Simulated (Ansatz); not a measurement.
# SiC: the cost of one run

Program: Ansatz 0.2.0. Level of theory: DFT r2SCAN, scalar-relativistic, plane waves, PAW. These are calculated values, not measurements.

2 further runs of the same task are left out: 2 that didn't finish.

## Step 1: Starting point

It takes space group P6_3mc (No. 186, hexagonal). Conventional cell: a = 3.076 Å, b = 3.076 Å, c = 5.048 Å, α = 90.00°, β = 90.00°, γ = 120.00°. Si (site symmetry 3m) has 4 C at 1.87 to 1.94 Å as nearest neighbours. C (site symmetry 3m) has 4 Si at 1.87 to 1.94 Å as nearest neighbours.

Coordinates:

```cif
data_structure
_symmetry_space_group_name_H-M 'P6_3mc'
_symmetry_Int_Tables_number 186
_cell_length_a 3.0760
_cell_length_b 3.0760
_cell_length_c 5.0480
_cell_angle_alpha 90.000
_cell_angle_beta 90.000
_cell_angle_gamma 120.000
_cell_volume 41.36
loop_
_atom_site_label
_atom_site_type_symbol
_atom_site_symmetry_multiplicity
_atom_site_Wyckoff_symbol
_atom_site_fract_x
_atom_site_fract_y
_atom_site_fract_z
_atom_site_occupancy
Si1 Si 2 b 0.33333 0.66667 0.00000 1
C1 C 2 b 0.33333 0.66667 0.38500 1
```

The structure comes from the Crystallography Open Database.

(A quick probe on a coarse mesh, which set the mesh and smearing, is not shown.)

## Step 3: Coarse relaxation

Input file input.yaml:

```yaml
crystal:
  lattice:
    - [3.0759982064, 0.0, 0.0]
    - [-1.5379991032, 2.6638925888, 0.0]
    - [0.0, 0.0, 5.048]
  atoms:
    - { symbol: Si, position: [0.3333333333, 0.6666666667, 0.0] }
    - { symbol: Si, position: [0.6666666667, 0.3333333333, 0.5] }
    - { symbol: C, position: [0.3333333333, 0.6666666667, 0.385] }
    - { symbol: C, position: [0.6666666667, 0.3333333333, 0.885] }
basis:
  ecutwfc: 500
kpoints:
  mp_grid: { grid: [6, 6, 4] }
hamiltonian:
  xc: r2scan
scf:
  occupations: { method: gaussian, width: 0.1 }
output:
  forces: true
  stress: true
  eigenvalues: true
relax:
  adjacent_minimum: "off"
  f_tol: 0.05
  max_steps: 80
  cell: { stress_tol: 0.5 }
```

Started as:

```bash
$ ansatz run input.yaml --threads 1 --pin off --max-ram 2560MiB --backend cpu --events-out ev --progress --plain --runs-dir out
```

What time and memory should one allow on 1 thread of Arm Neoverse V1, shared host?

About 16 s, with a peak of 0.39 GiB.
